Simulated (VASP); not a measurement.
## GePt: single point with r2SCAN

Crystal: GePt.

```
Ge Pt
1.0
     5.81852    0.00000    0.00000
     0.00000    3.75305    0.00000
     0.00000    0.00000    6.18411
Ge Pt
4 4
Direct
  0.68653 0.25000 0.58819
  0.81347 0.75000 0.08819
  0.31347 0.75000 0.41181
  0.18653 0.25000 0.91181
  0.99770 0.25000 0.30742
  0.50230 0.75000 0.80742
  0.00230 0.75000 0.69258
  0.49770 0.25000 0.19258
```

The cell was built by a generator and needn't be a form met in nature.

```yaml
Program: VASP 6.6.1
Task: single point
Functional: r2SCAN
Potentials_or_basis: VASP PAW PBE potentials, release 64 (Ge_d, Pt)
Cutoff: 520 eV
k_mesh: 6 × 8 × 6
Occupations: gaussian, width 0.1 eV
Spin: no spin polarisation
Further_INCAR_settings: ALGO = Normal; EDIFF = 1e-06; NBANDS = 58
```

```json
{"Pressure": "-4.6 GPa", "Largest force": "0.154 eV/Å", "Band gap on the k mesh": "none (metal or under the smearing width)"}
```

Forces in eV/Å, atoms in the order of the input:
```
Ge   0.058  0.000 -0.050
Ge  -0.058  0.000 -0.050
Ge  -0.058  0.000  0.050
Ge   0.058  0.000  0.050
Pt  -0.119  0.000 -0.098
Pt   0.119  0.000 -0.098
Pt   0.119  0.000  0.098
Pt  -0.119  0.000  0.098
```

Stress tensor (GPa, compression positive):
```
-4.79  0.00  0.00
 0.00 -4.51  0.00
 0.00  0.00 -4.62
```

Levels at points of the mesh, in eV from the Fermi level:
```tsv
k point	band 44	band 45	band 46	band 47	band 48	band 49	band 50	band 51	band 52	band 53
(0.00, 0.00, 0.00)	-2.70	-2.48	-1.45	-1.42	-0.96	0.71	0.91	3.07	3.43	3.50
(0.50, 0.00, 0.00)	-2.71	-2.51	-2.51	0.04	0.04	1.37	1.37	2.43	2.43	4.18
(0.00, 0.50, 0.00)	-2.68	-2.59	-2.59	-1.60	-1.60	-0.15	-0.15	2.18	2.18	2.26
(0.50, 0.50, 0.00)	-2.96	-1.89	-1.89	-1.89	-1.89	0.61	0.61	0.61	0.61	4.28
(0.00, 0.00, 0.50)	-2.91	-1.87	-1.87	-0.02	-0.02	1.10	1.10	2.01	2.01	4.29
(0.50, 0.00, 0.50)	-2.92	-1.34	-1.34	0.75	0.75	1.86	1.86	2.70	2.70	2.79
(0.00, 0.50, 0.50)	-2.76	-2.49	-2.49	-2.15	-2.15	0.50	0.50	1.07	1.07	1.79
(0.50, 0.50, 0.50)	-3.03	-2.52	-2.52	-2.52	-2.52	2.56	2.56	2.56	2.56	3.19
```

Run time: 6 min on 4 MPI ranks on AMD EPYC 9R45 96-Core Processor (Zen 5), with other jobs on the host, peak memory 0.57 GiB a rank.

Caveat: the PAW data sets were made with another functional, which shifts forces and pressure a little. The run has no spin-orbit coupling, so splittings on Pt are missing.
